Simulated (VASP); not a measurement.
Here is a VASP 6.6.1 calculation.

Contents of POSCAR:

```
Li2O
1.0
    0.0000000000      2.3319764900      2.3319764900
    2.3319764900      0.0000000000      2.3319764900
    2.3319764900      2.3319764900      0.0000000000
Li O
2 1
Direct
    0.2500000000      0.2500000000      0.2500000000
    0.7500000000      0.7500000000      0.7500000000
    0.0000000000      0.0000000000      0.0000000000
```

INCAR.step1

```
SYSTEM = Li2O
PREC = Accurate ; ENCUT = 520
ISMEAR = -5 ; SIGMA = 0.1
LREAL = .False. ; LASPH = .True.
NELM = 100 ; NBANDS = 13
GGA = PE ; ALGO = Normal
EDIFF = 1E-4 ; LWAVE = .True.
LCHARG = .False.
```

File INCAR.step2:

```
SYSTEM = Li2O
PREC = Accurate ; ENCUT = 520
EDIFF = 1E-7 ; ISMEAR = -1
SIGMA = 0.1 ; LREAL = .False.
LASPH = .True. ; NELM = 100
ALGO = Normal ; ISIF = 2
LWAVE = .False. ; LCHARG = .False.
METAGGA = R2SCAN ; LMIXTAU = .True.
LORBIT = 11 ; NBANDS = 13
ISTART = 1
```

KPOINTS

```
Automatic mesh
0
Gamma
  9 9 9
  0 0 0
```

Potentials or basis: VASP PAW PBE potentials, release 64 (Li_sv, O).

The run is started by

```bash
$ cat potpaw_PBE.64/Li_sv/POTCAR potpaw_PBE.64/O/POTCAR > POTCAR
$ cp INCAR.step1 INCAR
$ mpirun -np 1 vasp_std > vasp.out
$ cp INCAR.step2 INCAR
$ mpirun -np 1 vasp_std > vasp.out
```

(1) Estimate the band gap on the k mesh.

## Answers

(1) 5.71 eV, indirect (least direct gap 5.85 eV).

Caveat: an odd mesh through Γ misses points on the zone boundary, where band edges often lie.
